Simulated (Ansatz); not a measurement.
# CdS (Greenockite) (100): surface energy and levels, part 2 of 2

Aim: for CdS (Greenockite), find the bulk's equilibrium cell, then cut the (100) surface, relax it and get its surface energy and levels.

Ansatz 0.2.0; DFT LDA, scalar-relativistic, plane waves, PAW.

## 6. Single point on the unrelaxed (100) slab

A dipole layer in the vacuum cancels the field that periodic copies would set up if the slab's two faces differ.

input.yaml

```yaml
crystal:
  lattice:
    - [4.0735340927, 0.0, 0.0]
    - [0.0, 6.6382534174, 0.0]
    - [0.0, 0.0, 26.7592800249]
  atoms:
    - { symbol: Cd, position: [0.0, 0.0005357052, 0.2802765991] }
    - { symbol: S, position: [0.0, 0.6244642948, 0.2802765991] }
    - { symbol: Cd, position: [0.5, 0.5005357052, 0.3242212793] }
    - { symbol: S, position: [0.5, 0.1244642948, 0.3242212793] }
    - { symbol: Cd, position: [0.5, 0.0005357052, 0.4121106396] }
    - { symbol: S, position: [0.5, 0.6244642948, 0.4121106396] }
    - { symbol: Cd, position: [0.0, 0.5005357052, 0.4560553198] }
    - { symbol: S, position: [0.0, 0.1244642948, 0.4560553198] }
    - { symbol: Cd, position: [0.0, 0.0005357052, 0.5439446802] }
    - { symbol: S, position: [0.0, 0.6244642948, 0.5439446802] }
    - { symbol: Cd, position: [0.5, 0.5005357052, 0.5878893604] }
    - { symbol: S, position: [0.5, 0.1244642948, 0.5878893604] }
    - { symbol: Cd, position: [0.5, 0.0005357052, 0.6757787207] }
    - { symbol: S, position: [0.5, 0.6244642948, 0.6757787207] }
    - { symbol: Cd, position: [0.0, 0.5005357052, 0.7197234009] }
    - { symbol: S, position: [0.0, 0.1244642948, 0.7197234009] }
basis:
  ecutwfc: 420
kpoints:
  mp_grid: { grid: [7, 4, 1] }
hamiltonian:
  xc: lda
scf:
  occupations: { method: gaussian, width: 0.05 }
output:
  forces: true
  stress: true
  eigenvalues: true
  write_density: true
  write_potential: true
  elf: true
  volumetric_format: npy
efield:
  axis: 3
  dipole_correction: true
```

Command:

```bash
> ansatz run input.yaml --threads 2 --pin off --max-ram 5120MiB --backend cpu --events-out ev --progress --plain --runs-dir out
```

Standard output, shortened:

```text
Warning: RAYON_NUM_THREADS=2 ignored (pool sized by the plan → 2); use --threads N
[...]
Pseudopotentials: kind: paw
Pseudopotential: Cd, paw, valence charge 20, recommended cutoff 420 eV (normal), Cd.paw.azcp
Pseudopotential: S, paw, valence charge 6, recommended cutoff 420 eV (normal), S.paw.azcp
Functional definition: SPW92
[...]
Crystal: 16 atoms, lattice volume = 723.602 Å³
Basis set: ecut = 420 eV, 14103 PW (Γ)
Bands: 125, of which v1, the nominal top of the filled ones, is band 104 counted from 1 (103 counted from 0)
Symmetry: 2 space group operations
k-points: 12 of 28 (time reversal used)
[...]
SCF iter   1: F=—  HF=-71906.688346 eV  |F-HF|=—  |Δ(HF+E_count)|=         —  Δρ=6.18e-3  dr2=2.85e-1  ethr=1.77e-3  p=0.000 e·Å  D=7.07e-14 V/Å  ΔV_dip=-0.00 eV  dr2_dipole=8.09e-8  V_vac-E_F(+/−)=4.87/4.87 eV  ⟨swp⟩=7.3  Hψ=6339  notcnv=0  defer=95
[...]
WARN: The output density's exchange-correlation potential varies sharply where the density is thin. Do not read a vacuum level from v_tot or v_xc, or from such a field of the output density. On a cell that repeats whose density bears no net charge and no dipole along the vacuum's axis use [...]
SCF converged after 8 iterations
Free energy (F): -71906.596970 eV
[...]
E sigma→0 (E₀):  -71906.596970 eV
Fermi energy:    1.717764 eV
Dipole field:    D = 0.000024 V/Å  (p = 0.000095 e·Å, saw-weighted, corrected)
Work function:   Φ+ = 4.9592 eV   Φ− = 4.9599 eV
Levels:          The Fermi level and band energies are counted from a zero that moves with the ramp; work functions are not
[...]
--- Forces (eV/Å), atoms counted from 1 ---
  atom   1  Cd     0.00000000    -0.92954418     0.96814060
  atom   2  S      0.00000000     0.28975869    -0.27366368
  atom   3  Cd     0.00000000     0.50868653    -0.30475313
  atom   4  S      0.00000000     0.24107087    -0.65901033
  atom   5  Cd     0.00000000    -0.18032380     0.17069259
  atom   6  S      0.00000000     0.00066127     0.24202040
  atom   7  Cd     0.00000000     0.06631767    -0.09276632
  atom   8  S      0.00000000     0.00335709    -0.15627692
[...]
--- Stress (GPa, compression-positive) ---
       -0.430378       0.000000       0.000000
        0.000000      -0.964965      -0.000010
        0.000000      -0.000010      -0.099589
  P = ⅓ Tr σ = -0.4983 GPa (-4.983 kbar)
--- Band table (eV; the first three rows and the last of 12) ---
[...]
```

Run time: 1.7 min. Hardware: 2 threads of Arm Neoverse V1, shared host; peak memory 1.6 GiB.

This gives gap on the mesh 0.74 eV; ionisation potential 5.33 eV; electron affinity 4.59 eV.

Density in a lattice plane of the grid's cell (edges 6.64 and 26.76 Å, at 0.000 of the third edge), which holds Cd and S.

Ten even steps from '0' (0.00 e/Å³) to '9' (23.07 e/Å³):
```
000000
000000
000000
000000
000000
000300
000000
000000
900000
000000
000900
000000
000000
300000
000000
000000
000000
000000
000000
000000
```
Columns run along the first of these edges and rows up along the second, over one cell in 6 and 20 even steps from the bottom left corner. Atoms in the plane (fractional): Cd at (0.00, 0.28), S at (0.62, 0.28), Cd at (0.50, 0.46), S at (0.12, 0.46), Cd at (0.00, 0.54), S at (0.62, 0.54), Cd at (0.50, 0.72), S at (0.12, 0.72).

ELF in the same plane.

Ten even steps from '0' (0.00) to '9' (0.88):
```
000000
000000
000000
330000
992410
882620
010000
100240
920932
171171
932920
240100
000010
620882
410992
000330
000000
000000
000000
000000
```
Columns run along the first of these edges and rows up along the second, over one cell in 6 and 20 even steps from the bottom left corner. Atoms in the plane (fractional): Cd at (0.00, 0.28), S at (0.62, 0.28), Cd at (0.50, 0.46), S at (0.12, 0.46), Cd at (0.00, 0.54), S at (0.62, 0.54), Cd at (0.50, 0.72), S at (0.12, 0.72).

Both are smooth fields of the valence electrons: close to the nuclei they are not physical.

Outside the cores ELF peaks at 0.93 beside S, off the lines to its neighbours, 0.9 Å from S; 0.88 in the shell around S, 0.8 Å from S; 0.87 on the S–Cd line, 0.8 Å from S.

## 7. Relaxing the (100) slab

input.yaml, as its differences from that of step 6:

```diff
@@ -32,3 +32,2 @@
   forces: true
-  stress: true
   eigenvalues: true
@@ -38,2 +37,6 @@
   volumetric_format: npy
+relax:
+  adjacent_minimum: "off"
+  f_tol: 0.02
+  max_steps: 60
 efield:
```

Command:

```bash
> ansatz run input.yaml --threads 2 --pin off --max-ram 5120MiB --backend cpu --events-out ev --progress --plain --runs-dir out
```

Standard output:

```text
Warning: RAYON_NUM_THREADS=2 ignored (pool sized by the plan → 2); use --threads N
[... 7 set-up lines as earlier in the session ...]
Crystal: 16 atoms, lattice volume = 723.602 Å³
Basis set: ecut = 420 eV, 14103 PW (Γ)
Bands: 125, of which v1, the nominal top of the filled ones, is band 104 counted from 1 (103 counted from 0)
[... 1 set-up line as earlier in the session ...]
k-points: 12 of 28 (time reversal used)
[... 10 set-up lines as earlier in the session ...]
SCF iter   1: F=—  HF=-71906.688351 eV  |F-HF|=—  |Δ(HF+E_count)|=         —  Δρ=6.18e-3  dr2=2.85e-1  ethr=1.77e-3  p=0.000 e·Å  D=3.29e-14 V/Å  ΔV_dip=-0.00 eV  dr2_dipole=8.09e-8  V_vac-E_F(+/−)=4.87/4.87 eV  ⟨swp⟩=7.3  Hψ=6339  notcnv=0  defer=95
efield: sawtooth ramp at fractional position 0.9500 (placed from the atoms, in the widest stretch of the axis that holds none; the zero of the levels goes with the place), width 0.1000; the density the first Hamiltonian is built on has a dipole p = 0.000 e·Å; the dipole correction subtracts the counter field D = 3.29e-14 V/Å, which shifts the + side's vacuum level by -0.00 eV against the − side's; the planar-averaged density in the ramp window peaks in size at 2.5e-5 e/Å³
preconditioner: auto → Resta (q_TF=auto, 2.216 Å⁻¹)  ε∞=3.3  [insulator: Δε(μ)=0.603 eV  Ē_g=10.973 eV  σ=0.050 eV  W_gap=1.00  n_scr=140 (ndim 8)  ℏωp=16.6 eV  f_vac=0.470  D(μ)=0.00/eV (n_scr^D=0)  ε∞_Penn≈3.3  vacuum switching on, ρ_ref=8.7e-3 e/Å³]
SCF iter   2: F=—  HF=-71906.605460 eV  |F-HF|=—  |Δ(HF+E_count)|=   8.29e-2  Δρ=2.19e-3  dr2=3.16e-2  ethr=1.37e-4  p=-0.000 e·Å  D=-3.16e-5 V/Å  ΔV_dip=0.00 eV  dr2_dipole=1.07e-7  V_vac-E_F(+/−)=4.96/4.96 eV  ⟨swp⟩=2.7  Hψ=2648  notcnv=0  defer=174
SCF iter   3: F=—  HF=-71906.597370 eV  |F-HF|=—  |Δ(HF+E_count)|=   8.09e-3  Δρ=7.40e-4  dr2=2.89e-3  ethr=1.52e-5  p=0.000 e·Å  D=2.91e-5 V/Å  ΔV_dip=-0.00 eV  dr2_dipole=9.63e-8  V_vac-E_F(+/−)=4.96/4.96 eV  ⟨swp⟩=2.0  Hψ=1662  notcnv=0  defer=174
SCF iter   4: F=—  HF=-71906.596970 eV  |F-HF|=—  |Δ(HF+E_count)|=   4.01e-4  Δρ=1.62e-4  dr2=2.27e-4  ethr=1.39e-6  p=-0.000 e·Å  D=-3.09e-5 V/Å  ΔV_dip=0.00 eV  dr2_dipole=1.13e-7  V_vac-E_F(+/−)=4.96/4.96 eV  ⟨swp⟩=2.8  Hψ=2167  notcnv=0  defer=174
SCF iter   5: F=—  HF=-71906.596965 eV  |F-HF|=—  |Δ(HF+E_count)|=   4.34e-6  Δρ=4.26e-5  dr2=1.49e-5  ethr=1.09e-7  p=0.000 e·Å  D=2.14e-5 V/Å  ΔV_dip=-0.00 eV  dr2_dipole=5.46e-8  V_vac-E_F(+/−)=4.96/4.96 eV  ⟨swp⟩=2.0  Hψ=1930  notcnv=0  defer=174
SCF iter   6: F=-71906.596968 eV  HF=-71906.596971 eV  |F-HF|=2.85e-6  |Δ(HF+E_count)|=   5.48e-6  Δρ=1.73e-5  dr2=4.30e-6  ethr=4.81e-9  p=-0.000 e·Å  D=-3.11e-5 V/Å  ΔV_dip=0.00 eV  dr2_dipole=1.09e-7  V_vac-E_F(+/−)=4.96/4.96 eV  ⟨swp⟩=28.2  Hψ=15669  notcnv=0
SCF 1 converged in 6 iterations: F = -71906.596968 eV  dr2 = 4.30e-6
relax step   1: F+E_penalty+E_count = -71906.59696788 eV  Δ(F+E_penalty+E_count) = +0.000e0 eV  max|allowed force component| = 9.681e-1 eV/Å  Δτ_max = 0.0000 Å  (6 SCF iters, dr2 threshold 1.00e-5 eV, accepted)
[... 11 lines left out ...]
relax step   2: F+E_penalty+E_count = -71907.15819568 eV  Δ(F+E_penalty+E_count) = -5.612e-1 eV  max|allowed force component| = 6.364e-1 eV/Å  Δτ_max = 0.1948 Å  (5 SCF iters, dr2 threshold 5.86e-5 eV, accepted)
[... 9 lines left out ...]
relax step   3: F+E_penalty+E_count = -71907.41920583 eV  Δ(F+E_penalty+E_count) = -2.610e-1 eV  max|allowed force component| = 3.271e-1 eV/Å  Δτ_max = 0.1948 Å  (6 SCF iters, dr2 threshold 2.53e-5 eV, accepted)
[... 8 lines left out ...]
relax step   4: F+E_penalty+E_count = -71907.51518637 eV  Δ(F+E_penalty+E_count) = -9.598e-2 eV  max|allowed force component| = 8.011e-2 eV/Å  Δτ_max = 0.1936 Å  (5 SCF iters, dr2 threshold 2.83e-5 eV, accepted)
[... 10 lines left out ...]
relax step   5: F+E_penalty+E_count = -71907.53218535 eV  Δ(F+E_penalty+E_count) = -1.700e-2 eV  max|allowed force component| = 4.291e-2 eV/Å  Δτ_max = 0.0887 Å  (7 SCF iters, dr2 threshold 4.01e-7 eV, accepted)
[... 9 lines left out ...]
relax step   6: F+E_penalty+E_count = -71907.53312227 eV  Δ(F+E_penalty+E_count) = -9.369e-4 eV  max|allowed force component| = 1.955e-2 eV/Å  Δτ_max = 0.0249 Å  (6 SCF iters, accepted)
WARN: The output density's exchange-correlation potential varies sharply where the density is thin. Do not read a vacuum level from v_tot or v_xc, or from such a field of the output density. On a cell that repeats whose density bears no net charge and no dipole along the vacuum's axis use v_es (v_loc + v_h of the components); under efield.dipole_correction with no amplitude use v_es + v_field, which holds any external_charges[].barrier, or the levels of the report's work_function block, which leave it out; under a non-zero efield.amplitude the vacuum is tilted and has no level; on a cell that repeats and bears such a dipole with no correction it is tilted too, and efield.dipole_correction with no amplitude gives each side of its ramp a level where efield: is served; in a cell that repeats whose density bears a net charge (total_charge, or a fill off its count) it is curved and has none; of a slab under crystal.periodic whose density bears no net charge use v_es, which has a level on each side, short of where the two are joined; of another it falls or rises all the way out and has none; of a slab beside external_charges read slab_vacuum_level instead, which it has where they leave it neutral. The grid or the basis barely resolves most such structure, and the values can differ between equally converged runs; as a rule a tighter scf.convergence.dr2_threshold does not remove it. Where the density itself ripples (under the LDA too) a higher basis.ecutwfc lessens it. The files hold the spikes' plane waves up to the density's cutoff. Files: v_tot_of_output_density and the like, and their columns of v_z.tsv (output.write_potential); v_xc_of_output_density and the like, and their columns of v_comp_z.tsv (output.write_potential_components). Measured: with its Gaussian average of σ = 0.25 Å subtracted twice, the exchange-correlation potential is over 0.1 eV at 743 of the grid points where the equally averaged density (valence and model cores) is under 1e-3 e/Å³, and 0.325 eV at the most among them, at an averaged density of 4.6e-5 e/Å³. The input density's (outcome.potential() and, of a run that writes arrays, v_tot and v_xc) is over 0.1 eV, so measured, at 745 points of its own thin density, 0.325 eV at the most. See output.write_potential in the manual, Limitations
SCF converged after 6 iterations
Free energy (F): -71907.533122 eV
Harris-Foulkes:  -71907.533122 eV  (|F-HF|=1.16e-8)
Internal energy: -71907.533122 eV  (E = F + TS)
E sigma→0 (E₀):  -71907.533122 eV
Fermi energy:    1.607493 eV
Dipole field:    D = -0.000001 V/Å  (p = -0.000004 e·Å, saw-weighted, corrected)
Work function:   Φ+ = 5.4384 eV   Φ− = 5.4383 eV
Levels:          The Fermi level and band energies are counted from a zero that moves with the ramp; work functions are not
--- Per-component energies (eV) ---
  E_band       = -5323.564231
  E_kinetic    = 4900.359576
  E_local      = -190410.733274  (includes V_loc(G=0)·N_el)
  E_nonlocal   = 562.999306
  E_hartree    = 93234.841612
  E_xc         = -2173.412183
  E_vxc        = -2472.050968  (∫ρ·V_xc dr)
  E_paw        = -36129.365071  (= ΣΔE_a)
  E_vpaw       = -4373.838612  (= ΣTr[D̂ρ^β])
  E_aug_tail   = 0.000101  (compensation charges beyond the density's cutoff)
  E_efield     = 0.000000  (sawtooth field / dipole correction)
  E_vefield    = -0.000000  (∫n·V_field dr)
  E_ewald      = 58100.418680
  E_core_change = 7.358131  (= ΣΔE_core)
  E_smearing   = -0.000000  (= −TS)
  E_closure    = -0.000000  (closes the sum)
  Σ components = -71907.533122   (vs F -71907.533122, Δ=0.00e0)
--- Forces (eV/Å), atoms counted from 1 ---
  atom   1  Cd     0.00000000    -0.00125672     0.00997196
  atom   2  S      0.00000000     0.00213948     0.00773219
  atom   3  Cd     0.00000000    -0.00179299     0.01012689
  atom   4  S      0.00000000     0.00856855    -0.01954249
  atom   5  Cd     0.00000000    -0.00424901     0.00979627
  atom   6  S      0.00000000    -0.00006123    -0.00775757
  atom   7  Cd     0.00000000    -0.00247007    -0.01055072
  atom   8  S      0.00000000    -0.00089418    -0.01250826
  atom   9  Cd     0.00000000    -0.00246204     0.01058625
  atom  10  S      0.00000000    -0.00089118     0.01250415
  atom  11  Cd     0.00000000    -0.00425279    -0.00976492
  atom  12  S      0.00000000    -0.00005856     0.00774887
  atom  13  Cd     0.00000000    -0.00177417    -0.01010522
  atom  14  S      0.00000000     0.00855650     0.01951277
  atom  15  Cd     0.00000000    -0.00126432    -0.00996580
  atom  16  S      0.00000000     0.00216477    -0.00771230
  max |Σ_I F_I| component: 7.21e-5 eV/Å
--- Band table (eV; the first three rows and the last of 12) ---
  k-point 0: bands = ["-100.5799", "-100.5798", "-100.4041", "-100.4041", "-100.3297", "-100.3297", "-100.0844", "-100.0843", "-61.8035", "-61.8035", "-61.6931", "-61.6931", "-61.6868", "-61.6868", "-61.5591", "-61.5591", "-61.5575", "-61.5575", "-61.5484", "-61.5484", "-61.4842", "-61.4841", "-61.4799", "-61.4799", "-61.4786", "-61.4786", "-61.2615", "-61.2615", "-61.2303", "-61.2303", "-61.2136", "-61.2136", "-11.7264", "-11.6206", "-11.4614", "-11.3049", "-11.2087", "-11.1239", "-10.7544", "-10.7530", "-7.2035", "-7.2008", "-7.0278", "-7.0189", "-7.0182", "-7.0151", "-6.9842", "-6.9832", "-6.9510", "-6.9193", "-6.8737", "-6.8329", "-6.8262", "-6.7972", "-6.7832", "-6.7728", "-6.7093", "-6.6920", "-6.6850", "-6.6487", "-6.6034", "-6.5773", "-6.5741", "-6.5679", "-6.5678", "-6.5446", "-6.5340", "-6.5192", "-6.4421", "-6.4410", "-6.4187", "-6.3172", "-6.3106", "-6.2078", "-6.2043", "-6.2040", "-6.0371", "-6.0313", "-5.9432", "-5.8998", "-3.8138", "-3.5966", "-3.1284", "-3.0544", "-2.4580", "-2.2433", "-1.9997", "-1.5661", "-1.1188", "-0.8463", "-0.8359", "-0.5980", "-0.4362", "-0.2625", "-0.1016", "0.1455", "0.1676", "0.2524", "0.4924", "0.5044", "0.6017", "0.7246", "0.8914", "0.9759", "2.2391", "2.9067", "3.6959", "3.8308", "4.3242", "4.4152", "4.6522", "4.7178", "5.6299", "5.7171", "6.1236", "6.2689", "6.6316", "6.8727", "7.0276", "7.1800", "7.3244", "7.4411", "7.4790", "7.6231", "7.7558"]
[... 3 lines left out ...]
--- Relaxed structure (6 steps of the walk, 6 accepted, 0 SCFs on fresh bases) ---
  F+E_penalty+E_count = -71907.53312227 eV   max|allowed force component| = 1.955e-2 eV/Å
  atoms:
    - { symbol: Cd, position: [0.0, -0.049603423341829246, 0.3020560568035402] }
    - { symbol: S, position: [0.0, 0.6125571577981853, 0.27258545812942553] }
    - { symbol: Cd, position: [0.5, 0.5141654324888149, 0.3186058158151973] }
    - { symbol: S, position: [0.5, 0.1327546308193695, 0.3263266876012741] }
    - { symbol: Cd, position: [0.5, 0.008724637136508675, 0.41539719632279376] }
    - { symbol: S, position: [0.5, 0.6327407789457942, 0.4091126030288256] }
    - { symbol: Cd, position: [0.0, 0.5127756353374138, 0.4534738358699368] }
    - { symbol: S, position: [0.0, 0.1359056404470586, 0.45822519796608796] }
    - { symbol: Cd, position: [0.0, 0.012773632731913767, 0.5465257604823139] }
    - { symbol: S, position: [0.0, 0.6359037089969598, 0.5417747587221442] }
    - { symbol: Cd, position: [0.5, 0.5087209572991667, 0.5846025009486107] }
    - { symbol: S, position: [0.5, 0.13273698527870703, 0.5908874932421908] }
    - { symbol: Cd, position: [0.5, 0.014158108732632202, 0.681394176840641] }
    - { symbol: S, position: [0.5, 0.6327476478942371, 0.6736735273088081] }
    - { symbol: Cd, position: [0.0, 0.45038901873994897, 0.6979440619791779] }
    - { symbol: S, position: [0.0, 0.11254945069511835, 0.7274148689390315] }
```

It took 8.6 min on 2 threads of Arm Neoverse V1, shared host; peak memory 1.6 GiB.

Relaxation path:

| step | E - E(step 1) (eV/cell) | largest force component (eV/Å) |
| --- | --- | --- |
| 1 | 0.0000 | 0.9681 |
| 2 | -0.5612 | 0.6364 |
| 3 | -0.8222 | 0.3271 |
| 4 | -0.9182 | 0.0801 |
| 5 | -0.9352 | 0.0429 |
| 6 | -0.9362 | 0.0195 |

Step 1 is the start.

From the log: gap on the mesh 1.26 eV; ionisation potential 6.07 eV; electron affinity 4.81 eV.

Plane-averaged electrostatic potential energy of an electron across the slab, counted from the valence-band top:

(z (Å), V (eV)): (1.49, 6.07), (2.08, 6.07), (2.38, 6.07), (2.97, 6.07), (3.57, 6.07), (3.87, 6.07), (4.46, 6.07), (4.76, 6.06), (5.35, 6.01), (5.95, 5.73), (6.24, 5.25), (6.84, 1.90), (7.43, -2.00), (7.73, -3.79), (8.33, -6.30), (8.62, -5.99), (9.22, -0.93), (9.81, 3.49), (10.11, 2.80), (10.70, -2.38), (11.30, -4.56), (11.60, -4.72), (12.19, -3.96), (12.78, -0.28), (13.08, 2.56), (13.68, 2.56), (13.97, -0.28), (14.57, -3.96), (15.16, -4.72), (15.46, -4.56), (16.06, -2.38), (16.65, 2.80), (16.95, 3.49), (17.54, -0.93), (18.14, -5.99), (18.43, -6.30), (19.03, -3.79), (19.33, -2.00), (19.92, 1.90), (20.52, 5.25), (20.81, 5.73), (21.41, 6.01), (22.00, 6.06), (22.30, 6.07), (22.89, 6.07), (23.19, 6.07), (23.79, 6.07), (24.38, 6.07), (24.68, 6.07), (25.27, 6.07)

Density in a lattice plane of the grid's cell (edges 6.64 and 26.76 Å, at 0.000 of the third edge), which holds Cd and S.

Ten even steps from ' ' (0.00 e/Å³) to '@' (24.02 e/Å³):
```
            
            
            
            
            
      **    
            
            
@@          
            
      @@    
            
            
**          
            
            
            
            
            
            
```
Columns run along the first of these edges and rows up along the second, over one cell in 6 and 20 even steps from the bottom left corner. Atoms in the plane (fractional): Cd at (0.95, 0.30), S at (0.61, 0.27), Cd at (0.51, 0.45), S at (0.14, 0.46), Cd at (0.01, 0.55), S at (0.64, 0.54), Cd at (0.45, 0.70), S at (0.11, 0.73).

ELF in the same plane.

Values, 12 rows by 6 columns:
```
0.00 0.00 0.00 0.00 0.00 0.00
0.05 0.06 0.01 0.00 0.00 0.00
0.88 0.88 0.34 0.16 0.04 0.11
0.21 0.30 0.21 0.33 0.10 0.01
0.28 0.13 0.02 0.48 0.71 0.18
0.20 0.71 0.15 0.20 0.71 0.15
0.48 0.71 0.18 0.28 0.13 0.02
0.33 0.10 0.01 0.21 0.30 0.21
0.16 0.04 0.11 0.88 0.88 0.34
0.00 0.00 0.00 0.05 0.06 0.01
0.00 0.00 0.00 0.00 0.00 0.00
0.00 0.00 0.00 0.00 0.00 0.00
```
Columns run along the first of these edges and rows up along the second, over one cell in 6 and 12 even steps from the bottom left corner. Atoms in the plane (fractional): Cd at (0.95, 0.30), S at (0.61, 0.27), Cd at (0.51, 0.45), S at (0.14, 0.46), Cd at (0.01, 0.55), S at (0.64, 0.54), Cd at (0.45, 0.70), S at (0.11, 0.73).

Both are smooth fields of the valence electrons: close to the nuclei they are not physical.

Outside the cores ELF peaks at 0.93 beside S, off the lines to its neighbours, 0.9 Å from S; 0.89 on the S–Cd line, 0.9 Å from S; 0.88 in the shell around S, 0.8 Å from S.

## 8. What the (100) slab gives

γ = (E_slab − N E_bulk) / (2A); here N = 16 and A = 27.04 Å².

|  | as cut | relaxed |
| --- | --- | --- |
| surface energy, mean of both faces | 0.76 J/m² | 0.49 J/m² |
| gap of the slab on the mesh | 0.74 eV | 1.26 eV |
| bulk valence top under the vacuum level | 5.49 eV | 6.20 eV |
| bulk conduction bottom under the vacuum level | 4.47 eV | 5.18 eV |
| dipole along +c (e·Å/cell) | 0.000 | 0.000 |

The bulk's band edges are placed through the mean potential in the slab's middle.

Spacings of the planes, from the bottom up:

| plane | atoms | spacing to the next, as cut (Å) | relaxed (Å) | change (%) | rumpling (Å) |
| --- | --- | --- | --- | --- | --- |
| 1 | CdS | 1.176 | 0.940 | -20.0 | 0.789 |
| 2 | CdS | 2.352 | 2.403 | +2.2 | 0.207 |
| 3 | CdS | 1.176 | 1.167 | -0.8 | 0.168 |
| 4 | CdS | 2.352 | 2.363 | +0.5 | 0.127 |
| 5 | CdS | 1.176 | 1.167 | -0.8 | 0.127 |
| 6 | CdS | 2.352 | 2.403 | +2.2 | 0.168 |
| 7 | CdS | 1.176 | 0.940 | -20.0 | 0.207 |
| 8 | CdS |  |  |  | 0.789 |

## 9. What came out

This closing draws on all 2 parts.

| quantity | value |
| --- | --- |
| bulk: relaxed cell | a = 4.074 Å, b = 4.074 Å, c = 6.638 Å, α = 90.00°, β = 90.00°, γ = 120.00° |
| bulk: space group (0.01 Å) | P6_3mc (No. 186) |
| bulk: volume | 23.85 Å³/atom |
| bulk: formation energy (elements from runs with the same settings, not shown) | -0.64 eV/atom |
| surface energy, (100), cut with CdS on top | 0.49 J/m² |
| bulk valence top under the vacuum level, (100), cut with CdS on top | 6.20 eV |

**Reading.** Relaxation lowered the bulk's volume by 5.1 %. LDA usually gives cells that are too small. Against the measured lattice constant a of CdS, 4.1354 Å (300 K; a printed reference work, data compilation), the calculated 4.074 Å is off by -1.5 %. Against the measured lattice constant c of CdS, 6.712 Å (300 K; a printed reference work, data compilation), the calculated 6.638 Å is off by -1.1 %. That is the cell relaxed with LDA, without thermal expansion or zero-point motion. On (100) the top spacing contracts by 20.0 %, and relaxation gains 0.277 J/m² a face. The top plane rumples by 0.79 Å.
